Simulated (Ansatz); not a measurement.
Gd, 1 atom in the cell. The structure is cubic, space group Im-3m (No. 229). The conventional cell has a = 4.050 Å, b = 4.050 Å, c = 4.050 Å, α = 90.00°, β = 90.00°, γ = 90.00°. Gd (site symmetry m-3m) is surrounded by 8 Gd at 3.51 Å. This isn't the form of Gd at room conditions, which is hcp.

- Program: Ansatz 0.2.0
- Task: relaxation of cell and atoms
- Functional: PBE
- Potentials or basis: Ansatz PAW
- Cutoff: 420 eV (not typed: the program's choice for these potentials)
- k mesh: 7 × 7 × 7
- Occupations: fermi-dirac, width 0.05 eV
- Spin: collinear spin, ferromagnetic start
- Starting moments: [7.0] μB
- Target pressure: 2 GPa
- Target pressure (GPa): 2

Potentials or basis: Ansatz PAW.

Launch:

```console
$ ansatz run input.yaml --threads 2 --pin off --max-ram 5632MiB --backend cpu --events-out ev --progress --plain --runs-dir out
```

Hardware: 2 threads of Arm Neoverse V2, on a shared host.

Question: Estimate the wall time of this run.

Answer: It took 3.1 s on 2 threads of Arm Neoverse V2, with other jobs on the host, peak memory 0.28 GiB. Counts: scf iterations 33, plane waves 603, k points 20, bands 17, ion steps 4.
